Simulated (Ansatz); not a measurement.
The system is LiF (Griceite).

```xyz
2
Lattice="0.0000 2.0140 2.0140 2.0140 0.0000 2.0140 2.0140 2.0140 0.0000" Properties=species:S:1:pos:R:3 pbc="T T T"
F     2.0140    2.0140    2.0140
Li    0.0000    0.0000    0.0000
```

Program: Ansatz 0.2.0. Alike in all runs: cell as given; k mesh 11 × 11 × 11.

Question: Order these runs on this cell by their band gap on the k mesh, lowest first.
A. level r2SCAN+D4; potentials or basis JTH PAW; spin off; cutoff (eV) 1500; smearing methfessel-paxton 0.1 eV
B. level PBE; potentials or basis Ansatz PAW soft_1; spin off; cutoff (eV) 420; smearing fermi-dirac 0.05 eV
C. level BLYP+D4; potentials or basis SPMS NC; spin collinear, ferromagnetic start; cutoff (eV) 1007; smearing gaussian 0.02 eV

Answer: B (9.09 eV), C (9.26 eV), A (10.05 eV).

Caveats: odd divisions of the mesh miss points on the zone boundary, where band edges often lie, so the gap on the mesh can be too wide.

A k mesh can miss the band edges.

Not every run made on this cell is shown here.
